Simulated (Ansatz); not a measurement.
## 2H-WSe2 monolayer in a perpendicular field

What dipole does a perpendicular field induce in the 2H-WSe2 monolayer, and does the gap follow? A positive field points along +c.

Program: Ansatz 0.2.0. Level of theory: plane-wave DFT, PBE-D3(BJ), Ansatz PAW. Results are calculated unless marked as measured.

Experimental background.

For WSe2, single layer (monolayer grown on HOPG, 77 K), “Determination of band alignment in the single-layer MoS2/WSe2 heterojunction” (2015, pmc:4518320) gives, by scanning tunnelling spectroscopy: band gap (quasi-particle gap) 2.08 ± 0.1 eV [Quasi-particle gap of monolayer on graphite; substrate screening reduces it relative to a …].

## Step 1: Starting point

The cell holds 3 atoms: 2 Se and 1 W. Cell: a = 3.320 Å, b = 3.320 Å, c = 38.440 Å, α = 90.0°, β = 90.0°, γ = 120.0°. Vacuum lies along c.

## Step 2: Relaxation

The starting cell is a guess, so the in-plane lattice and the atoms are relaxed first, with the slab cut off from its images along the normal.

input.yaml

```yaml
crystal:
  lattice:
    - [3.32, 0.0, 0.0]
    - [-1.66, 2.8752043406, 0.0]
    - [0.0, 0.0, 38.4403479359]
  atoms:
    - { symbol: Se, position: [0.3333333333, 0.6666666667, 0.4513486722] }
    - { symbol: W, position: [0.0, 0.0, 0.5] }
    - { symbol: Se, position: [0.3333333333, 0.6666666667, 0.5486513278] }
  periodic: [true, true, false]
kpoints:
  mp_grid: { grid: [12, 12, 1] }
hamiltonian:
  xc: pbe
  dispersion: d3bj
scf:
  occupations: { method: fermi_dirac, width: 0.05 }
  convergence: { dr2_threshold: 1.0e-09 }
relax:
  f_tol: 0.004
  max_steps: 90
  cell: {}
output:
  write_potential: true
  write_density: true
  volumetric_format: npy
```

Run with:

```bash
$ ansatz run input.yaml --threads 2 --pin off --max-ram 3072MiB --backend cpu --events-out ev --progress --plain --runs-dir out
```

Numbers of over 12 decimals in the logs are rounded to 6 here.

Output:

```text
Warning: relax.cell: scf.convergence.dr2_threshold = 1e-9 eV is looser than the 1.58900694139e-10 eV advised for a relaxation that steers and ends on the stress (1e-10 eV for each atom of the cell: 3, times the square of relax.cell.stress_2d_tol = 0.05 N/m over 13.7 Å (the atoms' height at the walk's start and 5 Å past either face), 3.639e-2 GPa, over a crystal's default 0.05). What an SCF threshold leaves in a stress goes as its square root, and in the free energy as the threshold itself, and one threshold admits the most on a small cell: [figures from the program's tests cut] Set scf.convergence.dr2_threshold to 1.58900694139e-10 eV or tighter. [rest of the remark cut]
Engine: ansatz 0.2.0, x86_64-unknown-linux-gnu
Pseudopotentials: kind: paw
Pseudopotential: Se, paw, valence charge 16, recommended cutoff 420 eV (normal), Se.paw.azcp
Pseudopotential: W, paw, valence charge 14, recommended cutoff 420 eV (normal), W.paw.azcp
Functional definition: PBE
  parameter kappa = 0.804
  parameter beta = 0.066725
  exchange = pbe_x(kappa = kappa, mu = beta*pi^2/3)
  correlation = pbe_c(beta = beta)
Crystal: 3 atoms, lattice volume = 366.939 Å³
Basis set: ecut = 420 eV, 7293 PW (Γ), exchange–correlation on 48×48×540 points (8 copies of the dense FFT grid, shifted against one another)
Bands: 28, of which v1, the nominal top of the filled ones, is band 23 counted from 1 (22 counted from 0)
Symmetry: 12 space group operations
Space group: P-6m2 (ITA 187), of the structure as read, at distance tolerance 7.2e-5 Å
k-points: 19 of 144 (time reversal used)
Non-local potential: Se, projectors of the file, l = 0: 2, l = 1: 2, l = 2: 3, l = 3: 1
Non-local potential: W, projectors of the file, l = 0: 3, l = 1: 2, l = 2: 2, l = 3: 1
PAW form: soft (Blöchl's): semilocal exchange-correlation on the pseudo side does not see the compensation charge
PAW one-centre angular grid: Se, 590 points (default); XC on 64 Gauss nodes
PAW one-centre angular grid: W, 590 points (default); XC on 64 Gauss nodes
Initial density: superposition of atomic densities (neutral atoms: chi_scale 0, normalization atom), corrected by the library's trained network
Initial wavefunctions: pseudopotential atomic-orbital guess
Functional: x = pbe(κ = 0.804, μ = 0.219515), c = pbe(β = 0.066725)
SCF iter   1: F=—  HF=-21325.076271 eV  |F-HF|=—  |Δ(HF+E_count)|=         —  Δρ=2.17e-3  dr2=1.67e-2  ethr=1.77e-3  ⟨swp⟩=12.5  Hψ=3328  notcnv=0
preconditioner: auto → Resta (q_TF=auto, 1.930 Å⁻¹)  ε∞=2.1  [insulator: Δε(μ)=1.081 eV  Ē_g=7.984 eV  σ=0.050 eV  W_gap=1.00  n_scr=22 (ndim 8)  ℏωp=8.2 eV  f_vac=0.802  D(μ)=0.00/eV (n_scr^D=0)  ε∞_Penn≈2.1  vacuum switching on, ρ_ref=4.6e-3 e/Å³]
SCF iter   2: F=—  HF=-21325.083621 eV  |F-HF|=—  |Δ(HF+E_count)|=   7.35e-3  Δρ=1.79e-3  dr2=3.47e-2  ethr=3.62e-5  ⟨swp⟩=3.3  Hψ=1462  notcnv=0  defer=6
SCF iter   3: F=—  HF=-21325.081245 eV  |F-HF|=—  |Δ(HF+E_count)|=   2.38e-3  Δρ=9.44e-4  dr2=3.44e-3  ethr=3.62e-5  ⟨swp⟩=2.9  Hψ=874  notcnv=0  defer=6
SCF iter   4: F=—  HF=-21325.082337 eV  |F-HF|=—  |Δ(HF+E_count)|=   1.09e-3  Δρ=1.56e-4  dr2=4.16e-5  ethr=7.47e-6  ⟨swp⟩=2.7  Hψ=800  notcnv=0  defer=6
SCF iter   5: F=—  HF=-21325.082360 eV  |F-HF|=—  |Δ(HF+E_count)|=   2.33e-5  Δρ=3.42e-5  dr2=3.25e-6  ethr=9.04e-8  ⟨swp⟩=3.9  Hψ=1135  notcnv=0  defer=6
SCF iter   6: F=—  HF=-21325.082288 eV  |F-HF|=—  |Δ(HF+E_count)|=   7.26e-5  Δρ=7.08e-6  dr2=2.79e-7  ethr=7.06e-9  ⟨swp⟩=2.9  Hψ=1062  notcnv=0  defer=6
SCF iter   7: F=—  HF=-21325.082288 eV  |F-HF|=—  |Δ(HF+E_count)|=   3.86e-8  Δρ=2.06e-6  dr2=3.31e-8  ethr=6.06e-10  ⟨swp⟩=3.5  Hψ=1179  notcnv=0  defer=6
SCF iter   8: F=—  HF=-21325.082288 eV  |F-HF|=—  |Δ(HF+E_count)|=   8.76e-9  Δρ=8.63e-7  dr2=5.91e-9  ethr=7.19e-11  ⟨swp⟩=3.3  Hψ=1117  notcnv=0  defer=6
SCF iter   9: F=—  HF=-21325.082288 eV  |F-HF|=—  |Δ(HF+E_count)|=   8.10e-9  Δρ=3.06e-7  dr2=1.10e-9  ethr=1.28e-11  ⟨swp⟩=3.2  Hψ=1156  notcnv=0  defer=6
SCF iter  10: F=-21325.082288 eV  HF=-21325.082288 eV  |F-HF|=5.09e-10  |Δ(HF+E_count)|=   1.50e-9  Δρ=4.45e-8  dr2=2.49e-11  ethr=2.17e-12  ⟨swp⟩=11.6  Hψ=3511  notcnv=0
SCF 1 converged in 10 iterations: F = -21325.082288 eV  dr2 = 2.49e-11
  greatest PAW one-centre occupation: 1.000 electrons in one spin orbital (limit 2), on the Se atom at site 0 (counted from 0), in its partial waves of l = 2
relax step   1: F+E_penalty+E_count = -21325.08228758 eV  Δ(F+E_penalty+E_count) = +0.000e0 eV  max|allowed force component| = 2.618e0 eV/Å  Δτ_max = 0.0000 Å  P = -6.558 N/m  Ω = 366.939 Å³  fix = [c, alpha, beta]  reactions: c -0.000 N/m  (10 SCF iters, accepted)
Crystal: 3 atoms, lattice volume = 363.294 Å³
Basis set: ecut = 420 eV, 7245 PW (Γ), exchange–correlation on 48×48×540 points (8 copies of the dense FFT grid, shifted against one another)
Initial density: handed on by an earlier stage of this run
Initial wavefunctions: those handed on with the density
iter 1 solved again at ethr=6.56e-4 eV; its pass at ethr=3.10e-3 eV (dr2=3.02e-1 eV) is discarded
SCF iter   1: F=—  HF=-21325.706444 eV  |F-HF|=—  |Δ(HF+E_count)|=         —  Δρ=6.61e-3  dr2=3.05e-1  ethr=6.56e-4  ⟨swp⟩=1.8  Hψ=3385  notcnv=0
preconditioner: auto → Resta (q_TF=auto, 1.933 Å⁻¹)  ε∞=1.9  [insulator: Δε(μ)=1.484 eV  Ē_g=8.711 eV  σ=0.050 eV  W_gap=1.00  n_scr=22 (ndim 8)  ℏωp=8.3 eV  f_vac=0.813  D(μ)=0.00/eV (n_scr^D=0)  ε∞_Penn≈1.9  vacuum switching on, ρ_ref=5.5e-3 e/Å³]
SCF iter   2: F=—  HF=-21325.707386 eV  |F-HF|=—  |Δ(HF+E_count)|=   9.42e-4  Δρ=5.31e-3  dr2=3.44e-1  ethr=6.56e-4  ⟨swp⟩=3.8  Hψ=1048  notcnv=0
SCF iter   3: F=—  HF=-21325.659924 eV  |F-HF|=—  |Δ(HF+E_count)|=   4.75e-2  Δρ=2.09e-3  dr2=1.40e-2  ethr=6.56e-4  ⟨swp⟩=3.2  Hψ=969  notcnv=0  defer=5
SCF iter   4: F=—  HF=-21325.657560 eV  |F-HF|=—  |Δ(HF+E_count)|=   2.36e-3  Δρ=4.21e-4  dr2=3.65e-4  ethr=3.05e-5  ⟨swp⟩=3.6  Hψ=1030  notcnv=0  defer=6
SCF iter   5: F=—  HF=-21325.657619 eV  |F-HF|=—  |Δ(HF+E_count)|=   5.86e-5  Δρ=1.14e-4  dr2=3.29e-5  ethr=7.94e-7  ⟨swp⟩=3.7  Hψ=1031  notcnv=0  defer=6
SCF iter   6: F=—  HF=-21325.657626 eV  |F-HF|=—  |Δ(HF+E_count)|=   7.52e-6  Δρ=1.86e-5  dr2=3.84e-6  ethr=7.16e-8  ⟨swp⟩=4.0  Hψ=1117  notcnv=0  defer=6
SCF iter   7: F=—  HF=-21325.657549 eV  |F-HF|=—  |Δ(HF+E_count)|=   7.75e-5  Δρ=7.86e-6  dr2=3.95e-7  ethr=8.36e-9  ⟨swp⟩=3.3  Hψ=1022  notcnv=0  defer=6
SCF iter   8: F=—  HF=-21325.657549 eV  |F-HF|=—  |Δ(HF+E_count)|=   1.39e-7  Δρ=2.03e-6  dr2=3.32e-8  ethr=8.59e-10  ⟨swp⟩=3.2  Hψ=955  notcnv=0  defer=6
SCF iter   9: F=—  HF=-21325.657549 eV  |F-HF|=—  |Δ(HF+E_count)|=   1.16e-8  Δρ=5.19e-7  dr2=2.12e-9  ethr=7.22e-11  ⟨swp⟩=3.3  Hψ=867  notcnv=0  defer=6
SCF iter  10: F=-21325.657549 eV  HF=-21325.657549 eV  |F-HF|=8.73e-11  |Δ(HF+E_count)|=   2.37e-9  Δρ=1.26e-7  dr2=1.66e-10  ethr=2.17e-12  ⟨swp⟩=12.8  Hψ=3920  notcnv=0
SCF 2 converged in 10 iterations: F = -21325.657549 eV  dr2 = 1.66e-10
  greatest PAW one-centre occupation: 1.000 electrons in one spin orbital (limit 2), on the Se atom at site 2 (counted from 0), in its partial waves of l = 2
relax step   2: F+E_penalty+E_count = -21325.65754916 eV  Δ(F+E_penalty+E_count) = -5.753e-1 eV  max|allowed force component| = 8.140e-2 eV/Å  Δτ_max = 0.1968 Å  P = -0.630 N/m  Ω = 363.294 Å³  energy of the carried Pulay correction = +9.079e-5 eV  fix = [c, alpha, beta]  reactions: c -0.000 N/m  (10 SCF iters, accepted)
Crystal: 3 atoms, lattice volume = 362.916 Å³
Basis set: ecut = 420 eV, 7233 PW (Γ), exchange–correlation on 48×48×540 points (8 copies of the dense FFT grid, shifted against one another)
iter 1 solved again at ethr=1.00e-7 eV; its pass at ethr=3.10e-3 eV (dr2=4.62e-5 eV) is discarded
SCF iter   1: F=—  HF=-21325.658457 eV  |F-HF|=—  |Δ(HF+E_count)|=         —  Δρ=1.10e-4  dr2=4.40e-5  ethr=1.00e-7  ⟨swp⟩=4.3  Hψ=3453  notcnv=0
preconditioner: auto → Resta (q_TF=auto, 1.934 Å⁻¹)  ε∞=1.9  [insulator: Δε(μ)=1.606 eV  Ē_g=8.777 eV  σ=0.050 eV  W_gap=1.00  n_scr=22 (ndim 8)  ℏωp=8.3 eV  f_vac=0.812  D(μ)=0.00/eV (n_scr^D=0)  ε∞_Penn≈1.9  vacuum switching on, ρ_ref=5.6e-3 e/Å³]
SCF iter   2: F=—  HF=-21325.658441 eV  |F-HF|=—  |Δ(HF+E_count)|=   1.61e-5  Δρ=5.49e-5  dr2=2.32e-5  ethr=9.57e-8  ⟨swp⟩=2.9  Hψ=797  notcnv=0
SCF iter   3: F=—  HF=-21325.658440 eV  |F-HF|=—  |Δ(HF+E_count)|=   6.25e-7  Δρ=4.17e-5  dr2=1.29e-5  ethr=5.04e-8  ⟨swp⟩=3.0  Hψ=826  notcnv=0
SCF iter   4: F=—  HF=-21325.658436 eV  |F-HF|=—  |Δ(HF+E_count)|=   4.89e-6  Δρ=1.03e-5  dr2=2.35e-7  ethr=2.81e-8  ⟨swp⟩=2.8  Hψ=727  notcnv=0
SCF iter   5: F=—  HF=-21325.658363 eV  |F-HF|=—  |Δ(HF+E_count)|=   7.31e-5  Δρ=2.09e-6  dr2=2.29e-8  ethr=5.11e-10  ⟨swp⟩=4.1  Hψ=1121  notcnv=0
SCF iter   6: F=—  HF=-21325.658363 eV  |F-HF|=—  |Δ(HF+E_count)|=   2.19e-8  Δρ=3.53e-7  dr2=1.11e-9  ethr=4.99e-11  ⟨swp⟩=2.9  Hψ=804  notcnv=0
SCF iter   7: F=-21325.658363 eV  HF=-21325.658363 eV  |F-HF|=9.31e-10  |Δ(HF+E_count)|=   2.86e-9  Δρ=1.19e-7  dr2=8.38e-11  ethr=2.17e-12  ⟨swp⟩=12.5  Hψ=3861  notcnv=0
SCF 3 converged in 7 iterations: F = -21325.658363 eV  dr2 = 8.38e-11
relax step   3: F+E_penalty+E_count = -21325.65836255 eV  Δ(F+E_penalty+E_count) = -8.134e-4 eV  max|allowed force component| = 2.765e-2 eV/Å  Δτ_max = 0.0037 Å  P = -0.667 N/m  Ω = 362.916 Å³  energy of the carried Pulay correction = +1.003e-4 eV  fix = [c, alpha, beta]  reactions: c -0.000 N/m  (7 SCF iters, accepted)
[...]
relax step   4: F+E_penalty+E_count = -21325.66062584 eV  Δ(F+E_penalty+E_count) = -2.263e-3 eV  max|allowed force component| = 2.965e-3 eV/Å  Δτ_max = 0.0078 Å  P = +0.041 N/m  Ω = 359.156 Å³  energy of the carried Pulay correction = +1.950e-4 eV  fix = [c, alpha, beta]  reactions: c +0.000 N/m  (8 SCF iters, accepted)
Initial wavefunctions: pseudopotential atomic-orbital guess (no wavefunctions were taken with the density)
iter 1 solved again at ethr=4.90e-7 eV; its pass at ethr=3.10e-3 eV (dr2=2.25e-4 eV) is discarded
SCF iter   1: F=—  HF=-21325.660484 eV  |F-HF|=—  |Δ(HF+E_count)|=         —  Δρ=1.43e-5  dr2=1.07e-7  ethr=4.90e-7  ⟨swp⟩=6.9  Hψ=5813  notcnv=0
eigensolver tolerance schedule: the retry pair's looser diagonalisation over-reported the residual by 2101.47 of it (diagonalisation noise at 0.50 of the residual, at the tolerance the schedule requests for it); recorded, not acted on — ethr = c·dr2/N_el stays at c = 1.0e-1
preconditioner: auto → Resta (q_TF=auto, 1.937 Å⁻¹)  ε∞=1.9  [insulator: Δε(μ)=1.652 eV  Ē_g=8.808 eV  σ=0.050 eV  W_gap=1.00  n_scr=22 (ndim 8)  ℏωp=8.3 eV  f_vac=0.811  D(μ)=0.00/eV (n_scr^D=0)  ε∞_Penn≈1.9  vacuum switching on, ρ_ref=5.6e-3 e/Å³]
SCF iter   2: F=—  HF=-21325.660391 eV  |F-HF|=—  |Δ(HF+E_count)|=   9.31e-5  Δρ=7.38e-6  dr2=4.33e-8  ethr=2.33e-10  ⟨swp⟩=5.4  Hψ=1646  notcnv=0
SCF iter   3: F=—  HF=-21325.660391 eV  |F-HF|=—  |Δ(HF+E_count)|=   3.04e-8  Δρ=3.64e-6  dr2=1.05e-7  ethr=9.41e-11  ⟨swp⟩=2.9  Hψ=1131  notcnv=0
SCF iter   4: F=—  HF=-21325.660391 eV  |F-HF|=—  |Δ(HF+E_count)|=   1.37e-8  Δρ=1.29e-6  dr2=1.44e-9  ethr=9.41e-11  ⟨swp⟩=3.0  Hψ=834  notcnv=0
SCF iter   5: F=-21325.660391 eV  HF=-21325.660391 eV  |F-HF|=5.46e-11  |Δ(HF+E_count)|=  9.39e-10  Δρ=2.65e-7  dr2=5.48e-11  ethr=2.17e-12  ⟨swp⟩=17.7  Hψ=4402  notcnv=0
SCF 5 converged in 5 iterations: F = -21325.660391 eV  dr2 = 5.48e-11
relax step   5: F+E_penalty+E_count = -21325.66039074 eV  Δ(F+E_penalty+E_count) = +2.351e-4 eV  max|allowed force component| = 3.033e-3 eV/Å  Δτ_max = 0.0000 Å  P = +0.044 N/m  Ω = 359.156 Å³  fix = [c, alpha, beta]  reactions: c +0.000 N/m  stress off target by 4.42e-2 N/m on what of the cell is left free  SCF on the basis re-selected at this cell (its energy is not comparable with the rows above)  (5 SCF iters)
basis re-selected at this cell: Δ(F+E_penalty+E_count) = +2.351e-4 eV, ΔP = +0.003 N/m vs the last step (what re-selecting the basis moved, of the pressure what is left beyond the Pulay correction that the steps carried, after the strain that the cell walked since its last selection, with what the two solves' SCF thresholds leave and, on support functions, any second-order correction that the steps lacked; it is no m [...]
SCF converged after 5 iterations
Free energy (F): -21325.660391 eV
Harris-Foulkes:  -21325.660391 eV  (|F-HF|=5.46e-11)
Internal energy: -21325.660391 eV  (E = F + TS)
E sigma→0 (E₀):  -21325.660391 eV
Fermi energy:    -4.264767 eV
--- Per-component energies (eV) ---
  E_band       = -1655.414819
  E_kinetic    = 689.002326
  E_local      = -167145.448649  (includes V_loc(G=0)·N_el)
  E_nonlocal   = -1189.940824
  E_hartree    = 83057.616096
  E_xc         = -476.197578
  E_vxc        = -436.301141  (∫ρ·V_xc dr)
  E_paw        = -12385.553710  (= ΣΔE_a)
  E_vpaw       = 312.042495  (= ΣTr[D̂ρ^β])
  E_aug_tail   = -0.001254  (compensation charges beyond the density's cutoff)
  E_ewald      = 76125.875203
  E_disp       = -1.011999  (pairwise vdW)
  E_smearing   = -0.000000  (= −TS)
  E_closure    = -0.000000  (closes the sum)
  Σ components = -21325.660391   (vs F -21325.660391, Δ=0.00e0)
--- Forces (eV/Å), atoms counted from 1 ---
  atom   1  Se     0.00000000    -0.00000000    -0.00303346
  atom   2  W      0.00000000     0.00000000     0.00000000
  atom   3  Se     0.00000000    -0.00000000     0.00303346
  max |Σ_I F_I| component: 2.31e-18 eV/Å
--- 2D stress c σ (N/m, compression-positive) ---
        0.044179      -0.000000      -0.000000
        0.000000       0.044179      -0.000000
       -0.000000      -0.000000       0.000000
  P = ½ c Tr σ = 0.0442 N/m
--- Band table (eV; the first three rows and the last of 19) ---
  k-point 0: bands = [... 19 lower, -7.3217, -6.2216, -6.2216, -5.4855, -2.0621, -2.0621, -1.9109, -1.9109, ... 1 higher]
  k-point 1: bands = [... 19 lower, -7.2502, -6.4009, -6.2100, -5.5091, -2.3743, -2.3061, -2.0472, -1.8816, ... 1 higher]
  k-point 2: bands = [... 19 lower, -6.9670, -6.8198, -6.3935, -5.6655, -2.9778, -2.5020, -2.3531, -1.4804, ... 1 higher]
  k-point 18: bands = [... 19 lower, -8.8006, -8.3903, -7.4620, -5.0566, -3.3805, -2.2818, -1.5290, -0.0524, ... 1 higher]
  the weakly bound empty levels are not read free of the cell's end (no_gap_told)
--- Relaxed structure (4 steps of the walk, 4 accepted, 1 SCFs on fresh bases) ---
  F+E_penalty+E_count = -21325.66039074 eV   max|allowed force component| = 3.033e-3 eV/Å   (the final SCF, on the basis selected at the relaxed cell)
  cell:  # Å, volume = 359.1565 Å³
    - [3.284603, -1.9649270335220088e-18, 0]
    - [-1.642302, 2.844550, 0]
    - [0, 0, 38.4403479359]
  atoms:
    - { symbol: Se, position: [0.333333, 0.666667, 0.456169] }
    - { symbol: W, position: [0, -2.8783559898885975e-17, 0.500000] }
    - { symbol: Se, position: [0.333333, 0.666667, 0.543831] }
```

Run time: 84 s. Hardware: 2 threads of Intel Xeon at 2.50GHz (Skylake/Cascade Lake), shared host; peak memory 0.65 GiB.

Relaxation path:

```
step  energy less that of the first step (eV)  largest force component (eV/Å)  volume (Å³)
   1                                   0.0000                          2.6181       366.94
   2                                  -0.5753                          0.0814       363.29
   3                                  -0.5761                          0.0276       362.92
   4                                  -0.5783                          0.0030       359.16
  5*                                  -0.5781                          0.0030       359.16
```

Relaxation steps marked * repeat the geometry before them on a plane-wave basis chosen anew for their cell, so energy and pressure can jump there.

The run keeps the 12 symmetry operations that it works with, so distortions that break them were not tested.

```
cell as run  before  after  change
      a (Å)   3.320  3.285  -1.1 %
      b (Å)   3.320  3.285  -1.1 %
```

The atoms that moved most (Å, along periodic axes as changes of fractional coordinates times the final cell, across vacuum about the mean position):

```
atom     dx     dy      dz  length
 Se1  0.000  0.000   0.185   0.185
 Se3  0.000  0.000  -0.185   0.185
```

Final coordinates:

```xyz
3
Lattice="3.2846 0.0000 0.0000 -1.6423 2.8445 0.0000 0.0000 0.0000 38.4403" Properties=species:S:1:pos:R:3
Se    0.0000    1.8964   17.5353
W     0.0000    0.0000   19.2202
Se    0.0000    1.8964   20.9050
```

The lattice constant a goes from 3.320 to 3.285 Å.

(Continued in part 2 of 2.)

[Logs are printed without paths, hosts, clocks, repeated set-up lines and the standing remarks that a program may print on its own settings, such as how far it seeks lower states.]

[Hosts, paths, dates, database ids (printed as entryN), source tags and the programs' standing remarks are cut or masked in the printed files.]

[Maps of the electrostatic potential energy from Ansatz leave out the sawtooth potential of an applied field or a dipole correction, so their vacuum need not be flat; planar profiles and work functions include it.]
